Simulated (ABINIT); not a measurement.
# SiMo3 (Pm-3n) in ABINIT: single point with PBE

Aim: the single point of SiMo3 with PBE.

Everything below comes from runs of ABINIT 10.8.3 (patched build). Logs are shortened: lines on timing, memory, paths and dates and some standing lists are left out, and cuts for length are marked. The log counts tension as positive stress, the text compression.

**1. The undisturbed crystal**

The structure is cubic, space group Pm-3n (No. 223). The conventional cell has a = 4.889 Å, b = 4.889 Å, c = 4.889 Å, α = 90.00°, β = 90.00°, γ = 90.00°. Mo (site symmetry -4m2) is surrounded by 2 Mo at 2.44 Å and 4 Si at 2.73 Å. Si (site symmetry m-3) has 12 Mo at 2.73 Å as nearest neighbours.

**2. Single point, PBE (atoms moved at random, drawn with an rms of 0.05 Å)**

Input file run.abi:

```
# Pseudopotentials
pp_dirpath "./"
pseudos "Mo.GGA_PBE-JTH.xml, Si.GGA_PBE-JTH.xml"

# Structure
acell 3*1.0
rprim
     9.2388710233     0.0000000000     0.0000000000
     0.0000000000     9.2388710233     0.0000000000
     0.0000000000     0.0000000000     9.2388710233
ntypat 2
znucl 42 14
natom 8
typat 1 1 1 1 1 1 2 2
xred
     0.0035050000     0.5016130000     0.2493950000
    -0.0050820000     0.5168370000     0.7483590000
     0.5055940000     0.2588790000    -0.0015760000
     0.7492590000    -0.0055910000     0.5037590000
     0.5013880000     0.7508000000    -0.0028410000
     0.2526660000     0.0022120000     0.5067880000
     0.5123470000     0.4895400000     0.4979660000
     0.0082100000    -0.0055950000     0.0016970000
chkprim 0
chksymtnons 0
tolsym 1.0e-6

# Plane-wave basis
ecut 15.0
pawecutdg 30.0
pawxcdev 0

# k points
kptopt 1
ngkpt 6 6 6
nshiftk 1
shiftk 0.0 0.0 0.0

# Exchange and correlation
ixc 11

# Bands and occupations
nband 56
occopt 3
tsmear 0.00183747

# SCF cycle
nstep 100
tolvrs 1.0e-9

# Output
iomode 3
prtwf 0
prtden 0
prteig 0
prtebands 0
enunit 2
prtvol 2
```

Potentials or basis: JTH PAW PBE v2.0.

Run with:

```console
$ mpirun --bind-to none -np 4 abinit run.abi > log 2>&1
```

run.abo:

```text
.Version 10.8.3 of ABINIT
 Symmetries : space group P1 (#  1); Bravais aP (primitive triclinic)
================================================================================
 Values of the parameters that define the memory need of the present run
     intxc =       0    ionmov =       0      iscf =      17    lmnmax =      18
     lnmax =       6     mgfft =      36  mpssoang =       3    mqgrid =    3001
     natom =       8  nloc_mem =       2    nspden =       1   nspinor =       1
    nsppol =       1      nsym =       1    n1xccc =       1    ntypat =       2
    occopt =       3   xclevel =       2
       mpw =        2212          nfft =       46656          nkpt =         112
Pmy_natom=         2
 PAW method is used; the additional fine FFT grid is defined by:
   mgfftf=        48    nfftf =    110592
================================================================================
================================================================================

--------------------------------------------------------------------------------
------------- Echo of variables that govern the present computation ------------
--------------------------------------------------------------------------------
 -outvars: echo values of preprocessed input variables --------
            acell      1.0000000000E+00  1.0000000000E+00  1.0000000000E+00 Bohr
              amu      9.59400000E+01  2.80855000E+01
          chkprim           0
      chksymtnons           0
             ecut      1.50000000E+01 Hartree
           enunit           2
              ixc          11
         kptrlatt        6    0    0      0    6    0      0    0    6
          kptrlen      5.54332261E+01
            natom           8
            nband          56
            ngfft          36      36      36
          ngfftdg          48      48      48
             nkpt         112
            nstep         100
             nsym           1
           ntypat           2
           occopt           3
        pawecutdg      3.00000000E+01 Hartree
         pawxcdev           0
           prtden           0
        prtebands           0
           prteig           0
           prtvol           2
            prtwf           0
            rprim      9.2388710233E+00  0.0000000000E+00  0.0000000000E+00
                       0.0000000000E+00  9.2388710233E+00  0.0000000000E+00
                       0.0000000000E+00  0.0000000000E+00  9.2388710233E+00
          spgroup           1
           tolsym      1.00000000E-06
           tolvrs      1.00000000E-09
           tsmear      1.83747000E-03 Hartree
            typat      1  1  1  1  1  1  2  2
           useylm           1
           xangst      1.7135944988E-02  2.4523859553E+00  1.2192921542E+00
                      -2.4845897983E-02  2.5268160913E+00  3.6587271485E+00
                       2.4718490643E+00  1.2656594301E+00 -7.7050639948E-03
                       3.6631272485E+00 -2.7334398981E-02  2.4628777493E+00
                       2.4512859303E+00  3.6706611975E+00 -1.3889648991E-02
                       1.2352840732E+00  1.0814467993E-02  2.4776865303E+00
                       2.5048644813E+00  2.3933610584E+00  2.4345557723E+00
                       4.0138689973E-02 -2.7353954981E-02  8.2966329944E-03
            xcart      3.2382242937E-02  4.6343378106E+00  2.3041282389E+00
                      -4.6951942540E-02  4.7749903831E+00  6.9139922801E+00
                       4.6711177562E+00  2.3917496916E+00 -1.4560460733E-02
                       6.9223072640E+00 -5.1654527891E-02  4.6541644278E+00
                       4.6322590646E+00  6.9365443643E+00 -2.6247632577E-02
                       2.3343485860E+00  2.0436382704E-02  4.6821489682E+00
                       4.7335078522E+00  4.5227969207E+00  4.6006436480E+00
                       7.5851131101E-02 -5.1691483375E-02  1.5678364127E-02
             xred      3.5050000000E-03  5.0161300000E-01  2.4939500000E-01
                      -5.0820000000E-03  5.1683700000E-01  7.4835900000E-01
                       5.0559400000E-01  2.5887900000E-01 -1.5760000000E-03
                       7.4925900000E-01 -5.5910000000E-03  5.0375900000E-01
[... 2908 lines left out ...]
   2.00000    2.00000    2.00000    2.00000    2.00000    2.00000    2.00000    2.00000
   2.00000    2.00000    2.00000    2.00000    2.00000    2.00000    2.00000    2.00000
   2.00000    2.00000    2.00000    2.00000    2.00000    2.00000    2.00000    2.00000
   0.00000    0.00000    0.00000    0.00000    0.00000    0.00000    0.00000    0.00000
 Fermi (or HOMO) energy (eV) =  13.47832   Average Vxc (eV)= -12.58319
 Eigenvalues (   eV  ) for nkpt= 112  k points:
 kpt#   1, nband= 56, wtk=  0.00463, kpt=  0.0000  0.0000  0.0000 (reduced coord)
 -47.80851  -47.69367  -47.68897  -47.36631  -47.36352  -47.35448  -23.02859  -23.02485
 -22.82200  -22.06181  -22.05296  -22.03641  -21.57156  -21.55928  -21.54048  -21.53307
 -21.51001  -21.50706  -21.39439  -21.39272  -21.39114  -20.64018  -20.63574  -20.61869
   2.92640    4.53809    8.10508    8.11792    8.12278    8.51997    8.55032    8.57383
   8.86658    8.88857    9.32698   10.44435   10.45779   10.48543   10.50755   11.30106
  11.31211   11.33381   11.89865   11.96081   14.68132   14.71297   14.77788   15.44511
  15.80106   15.82508   16.09534   16.12541   16.14927   16.19922   16.22536   16.26754
 kpt#   2, nband= 56, wtk=  0.00926, kpt=  0.1667  0.0000  0.0000 (reduced coord)
 -47.79595  -47.69505  -47.67731  -47.38997  -47.36446  -47.35464  -23.02026  -22.96461
 -22.75893  -22.05280  -22.03430  -22.01413  -21.61442  -21.59450  -21.54651  -21.53675
 -21.47794  -21.46112  -21.40838  -21.40419  -21.39834  -20.80635  -20.64017  -20.61907
   3.10440    4.47573    8.04570    8.20371    8.21049    8.43685    8.63243    8.66835
   8.77073    9.35565    9.54881   10.03956   10.27351   10.32143   10.57668   11.29433
  11.47414   11.49643   12.04167   12.06163   14.30454   14.51661   14.61065   15.41701
  15.53279   15.63310   15.85143   15.86982   16.01779   16.05771   16.18008   16.28619
 kpt#   3, nband= 56, wtk=  0.00926, kpt=  0.3333  0.0000  0.0000 (reduced coord)
[... 864 lines left out ...]
 -47.64563  -47.58800  -47.55563  -47.53486  -47.51299  -47.45879  -22.46175  -22.04601
 -21.99357  -21.94801  -21.92436  -21.91170  -21.82167  -21.69856  -21.67037  -21.60190
 -21.55509  -21.52906  -21.49697  -21.46835  -21.45473  -21.43065  -21.42158  -21.22982
   4.74054    4.75658    7.87747    8.32145    8.80832    8.87302    8.90984    9.26147
   9.99759   10.03789   10.07215   10.12940   10.72063   10.81828   11.19811   11.62772
  11.71878   11.90793   12.05798   12.16862   12.36728   12.48350   12.64765   12.71874
  14.18453   14.57867   14.72823   14.77011   15.01374   15.16873   15.29034   15.54244
 kpt# 112, nband= 56, wtk=  0.00463, kpt=  0.5000  0.5000  0.5000 (reduced coord)
 -47.57864  -47.56770  -47.56013  -47.54252  -47.53598  -47.51284  -22.05115  -21.98940
 -21.97757  -21.96221  -21.93450  -21.92567  -21.87526  -21.82854  -21.59471  -21.57091
 -21.55890  -21.54437  -21.52044  -21.50337  -21.48467  -21.46797  -21.45771  -21.44765
   4.84205    4.85549    8.63348    8.64332    8.65486    8.69775    8.71853    8.73419
  10.19930   10.25355   10.34436   10.38090   10.38325   10.44637   11.57424   11.60495
  11.70891   11.85818   12.21562   12.24209   12.27685   12.37737   12.38878   12.39711
  14.58332   14.66025   14.72864   14.76381   14.82073   14.89123   15.58565   15.69861
 Total charge density [el/Bohr^3]
)     Maximum=    1.3309E+00  at reduced coord.    0.5000    0.7500    0.0000
)Next maximum=    1.3306E+00  at reduced coord.    0.0000    0.5000    0.2500
)     Minimum=   -2.5377E-02  at reduced coord.    0.0000    0.0000    0.0000
)Next minimum=   -2.4950E-02  at reduced coord.    0.5208    0.4792    0.5000
   Integrated=    9.2000E+01

--- !EnergyTerms
iteration_state     : {dtset: 1, }
comment             : Components of total free energy in Hartree
kinetic             :  6.17717648958349E+01
hartree             :  7.54525387576244E+01
xc                  : -2.81661645180634E+01
Ewald energy        : -3.53655851710860E+02
psp_core            :  2.04984561030760E+01
local_psp           : -2.51768419669651E+02
PAW spherical_terms :  5.47382553061423E+01
internal            : -4.21129420835897E+02
'-kT*entropy'       : -1.15931948831782E-03
total_energy        : -4.21130580155385E+02
total_energy_eV     : -1.14595468766022E+04
...

--- !EnergyTermsDC
iteration_state     : {dtset: 1, }
comment             : '"Double-counting" decomposition of free energy'
band_energy         : -3.38321789458868E+01
Ewald energy        : -3.53655851710860E+02
psp_core            :  2.04984561030760E+01
xc_dc               : -6.96848663653973E+01
PAW spherical_terms :  1.55450183357590E+01
internal            : -4.21129422583309E+02
'-kT*entropy'       : -1.15931948831782E-03
total_energy_dc     : -4.21130581902797E+02
total_energy_dc_eV  : -1.14595469241518E+04
...

--- !EnergyTermsWithPAWCore
iteration_state     : {dtset: 1, }
comment             : 'Components of total free energy, including PAW core contributions'
Total energy        : -2.48742789782632E+04
Total energy DC     : -2.48742789800107E+04
Total energy (eV)   : -6.76863612867807E+05
Total energy DC (eV): -6.76863612915356E+05
...

 Cartesian components of stress tensor (hartree/bohr^3)
  sigma(1 1)= -1.20305120E-04  sigma(3 2)=  8.99600883E-06
  sigma(2 2)= -1.30871417E-04  sigma(3 1)=  3.21868089E-06
  sigma(3 3)= -1.13836723E-04  sigma(2 1)=  4.93795274E-06

-Cartesian components of stress tensor (GPa)         [Pressure=  3.5797E+00 GPa]
- sigma(1 1)= -3.53949884E+00  sigma(3 2)=  2.64671718E-01
- sigma(2 2)= -3.85037001E+00  sigma(3 1)=  9.46968611E-02
- sigma(3 3)= -3.34919202E+00  sigma(2 1)=  1.45279585E-01

== END DATASET(S) ==============================================================
================================================================================

 -outvars: echo values of variables after computation  --------
            acell      1.0000000000E+00  1.0000000000E+00  1.0000000000E+00 Bohr
           etotal     -4.2113058190E+02
            fcart      1.6101350173E-03 -1.4175798704E-03  1.7467932823E-05
                       1.3298348261E-02 -2.2877514064E-02  1.8426055329E-03
                      -3.2124109087E-03 -1.2606765884E-02  2.5123219932E-03
                       4.7437000587E-03  8.5685723907E-03 -5.1412154261E-03
                       1.3584006409E-03  8.8028731828E-03  5.9921344850E-03
                      -2.6213396391E-03 -4.3765961726E-04 -8.1721531133E-03
                      -1.0953009476E-02  8.2350772439E-03 -8.8572747723E-05
                      -4.2238239549E-03  1.1732996618E-02  3.0374113432E-03
            rprim      9.2388710233E+00  0.0000000000E+00  0.0000000000E+00
                       0.0000000000E+00  9.2388710233E+00  0.0000000000E+00
                       0.0000000000E+00  0.0000000000E+00  9.2388710233E+00
           strten     -1.2030512028E-04 -1.3087141657E-04 -1.1383672305E-04
                       8.9960088312E-06  3.2186808861E-06  4.9379527406E-06
           xangst      1.7135944988E-02  2.4523859553E+00  1.2192921542E+00
                      -2.4845897983E-02  2.5268160913E+00  3.6587271485E+00
                       2.4718490643E+00  1.2656594301E+00 -7.7050639948E-03
                       3.6631272485E+00 -2.7334398981E-02  2.4628777493E+00
                       2.4512859303E+00  3.6706611975E+00 -1.3889648991E-02
                       1.2352840732E+00  1.0814467993E-02  2.4776865303E+00
                       2.5048644813E+00  2.3933610584E+00  2.4345557723E+00
                       4.0138689973E-02 -2.7353954981E-02  8.2966329944E-03
             xred      3.5050000000E-03  5.0161300000E-01  2.4939500000E-01
                      -5.0820000000E-03  5.1683700000E-01  7.4835900000E-01
                       5.0559400000E-01  2.5887900000E-01 -1.5760000000E-03
                       7.4925900000E-01 -5.5910000000E-03  5.0375900000E-01
                       5.0138800000E-01  7.5080000000E-01 -2.8410000000E-03
                       2.5266600000E-01  2.2120000000E-03  5.0678800000E-01
                       5.1234700000E-01  4.8954000000E-01  4.9796600000E-01
                       8.2100000000E-03 -5.5950000000E-03  1.6970000000E-03
 Calculation completed.
```

It took 7.4 min on 4 MPI ranks of Arm Neoverse V1, shared host; peak memory 0.68 GiB.

Results:

| Item | Value |
| --- | --- |
| Free energy | -11459.5469 eV |
| Pressure | 3.6 GPa |
| Largest force | 1.364 eV/Å |
| Band gap on the k mesh | none (metal or under the smearing width) |
| Valence electrons inside the program's atomic spheres | Mo 11.38, 11.39; Si 1.53 |

Forces in eV/Å, atoms in the order of the input:
```
Mo   0.083 -0.073  0.001
Mo   0.684 -1.176  0.095
Mo  -0.165 -0.648  0.129
Mo   0.244  0.441 -0.264
Mo   0.070  0.453  0.308
Mo  -0.135 -0.023 -0.420
Si  -0.563  0.423 -0.005
Si  -0.217  0.603  0.156
```
